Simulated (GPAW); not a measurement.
Runs of GPAW 26.7.0 on H. All rows change the cell; the cell of one of them follows. The typed cell holds 1 atom: a = 2.626 Å, b = 2.625 Å, c = 0.999 Å, α = 91.70°, β = 89.40°, γ = 88.98°. 

```tsv
task	level	potentials or basis	cell	optimizer	fmax	max steps	k mesh for the DOS	dos width	gap on the mesh (eV)	pressure (GPa)
relaxation of cell and atoms	LDA	PAW data sets generated in the run's folder for this functional, pw	relaxed from: cell sheared at random, sigma 0.01, atoms nudged by 0.01 Å	LBFGS	0.02 eV/Å	60	-	-	none	0.1
electron localisation function	PBEint	PAW data sets generated in the run's folder for this functional, pw	cell sheared at random, sigma 0.01, atoms nudged by 0.01 Å	-	-	-	-	-	none	(a)
single point	PBE	GPAW PAW data sets (gpaw-data 1.2.1), pw	cell sheared at random, sigma 0.01, atoms nudged by 0.01 Å	-	-	-	-	-	none	-0.1
density of states	vdW-DF2	GPAW PAW data sets (gpaw-data 1.2.1), pw	cell sheared at random, sigma 0.01, atoms nudged by 0.01 Å	-	-	-	15 × 15 × 24	0.05 eV	none	-
```

Alike in all rows: no spin polarisation; k mesh 10 × 10 × 26; cutoff (eV) 600; smearing fermi-dirac 0.05 eV.

Estimate the missing entries.

(a) 0.2.

Caveats: later steps reuse the first step's grids (some runs); the PAW data sets were made with another functional, which shifts forces and pressure a little (some runs).

A gap of «none» marks a metal or a gap under the smearing width.
